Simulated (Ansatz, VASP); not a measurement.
One calculation of Pd, two programs

```
CELL_PARAMETERS angstrom
0.00000 1.99352 1.94490
1.99352 0.00000 1.94490
1.99352 1.99352 0.00000
ATOMIC_POSITIONS crystal
Pd 0.00000 0.00000 0.00000
```

Change from the starting cell: strain +0.025 along x and y, +0.000 along z, atoms carried along.

Alike in both runs: task single point; functional PBEsol; k mesh 20 × 20 × 20; occupations gaussian, width 0.15 eV; no spin polarisation.

|  | VASP | Ansatz |
| --- | --- | --- |
| version | VASP 6.6.1 | Ansatz 0.2.0 |
| potentials or method | VASP PAW PBE potentials, release 64 (Pd) | scalar-relativistic, plane waves, PAW |
| plane-wave cutoff (eV) | 520 | 420 |
| valence electrons in the cell | 10 | 18 |

|  | VASP | Ansatz | Ansatz less VASP |
| --- | --- | --- | --- |
| gap on the k mesh at the Fermi level (eV) | none | none | - |
| pressure (GPa) | -10.6 | -10.4 | +0.25 |
| largest component of the traceless stress (GPa) | 0.70 | 0.70 | +0.006 |

A gap of «none» marks a metal or a gap that the smearing closes. The two sets of potentials don't hold the same shells in valence.

Caveats: the PAW data sets were made with another functional, which shifts forces and pressure a little (VASP).
